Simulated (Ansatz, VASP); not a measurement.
## Two plane-wave programs on Cu

```
CELL_PARAMETERS angstrom
0.00000 1.80000 1.80000
1.80000 0.00000 1.80000
1.80000 1.80000 0.00000
ATOMIC_POSITIONS crystal
Cu 0.00000 0.00000 0.00000
```

Alike in both runs: task relaxation of cell and atoms; functional PBEsol; k mesh 12 × 12 × 12; occupations gaussian, width 0.1 eV; no spin polarisation.

|  | VASP | Ansatz |
| --- | --- | --- |
| version | VASP 6.6.1 | Ansatz 0.2.0 |
| potentials or method | VASP PAW PBE potentials, release 64 (Cu) | scalar-relativistic, plane waves, PAW |
| plane-wave cutoff (eV) | 600 | 420 |
| valence electrons in the cell | 11 | 19 |

Ansatz gave:

| Item | Value |
| --- | --- |
| gap on the k mesh at the Fermi level, each at its own relaxed structure (eV) | none |
| relaxed volume (Å³/atom) | 11.31 |
| relaxed cell length with the largest relative difference (Å) | 2.519 |
| energy change over the relaxation (meV/atom) | -6 |

Task: Which values does VASP return?

Result: gap on the k mesh at the Fermi level, each at its own relaxed structure (eV): none; relaxed volume (Å³/atom): 11.36; relaxed cell length with the largest relative difference (Å): 2.523; energy change over the relaxation (meV/atom): -4.

A gap of «none» marks a metal or a gap that the smearing closes. The two sets of potentials don't hold the same shells in valence.

Caveats: the PAW data sets were made with another functional, which shifts forces and pressure a little (VASP).
